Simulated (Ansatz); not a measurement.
Equation of state of MnO

```yaml
crystal:
  lattice:
    - [0.00000, 2.22200, 2.22200]
    - [2.22200, 0.00000, 2.22200]
    - [2.22200, 2.22200, 0.00000]
  atoms:
    - { symbol: Mn, position: [0.00000, 0.00000, 0.00000] }
    - { symbol: O, position: [0.50000, 0.50000, 0.50000] }
```

The cell is COD entry 1514105, as deposited and not checked against the literature; nothing was relaxed.

Semilocal functionals without U often leave such compounds metallic or with too small a gap, and the real magnetic order may differ.

Other magnetic orders may lie lower; this is the state that the run reached.

All numbers are computed: DFT, PBE, all-electron LAPW, scalar-relativistic (Ansatz 0.2.0); DFT, PBE, PAW with Ansatz's default frozen-core files, scalar-relativistic (Ansatz 0.2.0).

For LAPW: a Γ-centred 14×14×14 k mesh, Fermi–Dirac smearing of 0.05 eV, basis error target 1 meV/atom, spin-polarised from start moments Mn1 4 μB. PAW takes a cutoff of 420 eV at this cell. The Ansatz runs share mesh, smearing and spin set-up. Plane-wave (PAW) pressures include the program's estimate of the Pulay term.

The cell above is scaled evenly, with fractional coordinates and shape held.

```tsv
V/V(cell)	V (Å³/atom)	P, LAPW (GPa)	P, PAW (GPa)	moment, LAPW (μB)
0.9405	10.318	?	?	?
0.9700	10.642	3.31	3.29	4.68
1.0000	10.971	-0.23	-0.25	4.76
1.0300	11.300	-3.22	-3.24	4.83
1.0600	11.629	-5.89	-5.91	4.89
```

Question: Fill in the row V/V(cell) = 0.9405.

Answer: P, LAPW (GPa) = 6.99, P, PAW (GPa) = 6.98, moment, LAPW (μB) = 4.58.

Question: What do Birch–Murnaghan fits to the pressures give?

Answer: LAPW: V0 = 10.95 Å³/atom, B0 = 108 GPa, B0′ = 3.0; PAW: V0 = 10.95 Å³/atom, B0 = 108 GPa, B0′ = 3.0.

PAW's V0 lies -0.02 % from the all-electron value and its B0 0.1 %. Symmetry fixes shape and coordinates here, so this is the relaxed modulus.
